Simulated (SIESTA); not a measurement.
**TiNi under changes of volume**

One of the cells (13.403 Å³/atom); the others are scaled copies at fixed shape and fractional positions:

```
Ni Ti
1.0
     2.73580    0.00000    0.00000
     0.00000    2.73580    0.00000
     0.00000    0.00000    3.58141
Ni Ti
1 1
Direct
  0.00000 0.00000 0.00000
  0.50000 0.50000 0.50000
```

The cell comes from a database or a generator and needn't be the stable form of this composition.

```yaml
Program: SIESTA 5.4.2
Functional: PBEsol
Potentials_or_basis: PseudoDojo 0.4 standard (PBEsol files)
Basis: DZP (energy shift 0.003 Ry; two zetas on semicore shells)
Grid_cutoff: 800 Ry
Energy_shift: 0.003 Ry
k_mesh: 8 × 8 × 6
Occupations: fermi-dirac, width 0.05 eV
Spin: collinear spin, ferromagnetic start
Starting_moments: "[1.0, 1.0] μB"
```

| volume (Å³/atom) | energy over the lowest point (meV/atom) | pressure (GPa) |
| --- | --- | --- |
| 12.599 | 2.03 | 3.3 |
| 12.867 | 0.00 | -0.6 |
| 13.135 | 4.35 | -4.3 |
| 13.403 | 14.48 | -7.5 |
| 13.671 | ? | ? |
| 13.939 | 48.95 | -12.8 |
| 14.207 | 72.51 | -15.2 |

Q: What does the run at 13.671 Å³/atom give?

A: Energy over the lowest point 29.50 meV/atom; pressure -10.3 GPa.

Worked out: A Birch-Murnaghan fit of order 3 (a polynomial in V^(-2/3)) to the other rows has its minimum at 12.81 Å³/atom with B0 = V·E''(V) = 186 GPa and B' = 4.7 at fixed shape and positions, which overstates the stiffness. It gives 29.47 meV/atom at 13.671 Å³/atom, against the run's 29.50, and -dE/dV = -10.4 GPa, against -10.3.

Energies are extrapolated to zero smearing.

Caveats: short orbitals over semicore shells can move pressures by several GPa; the basis of atomic orbitals isn't converged, which shifts pressures, moduli and gaps.
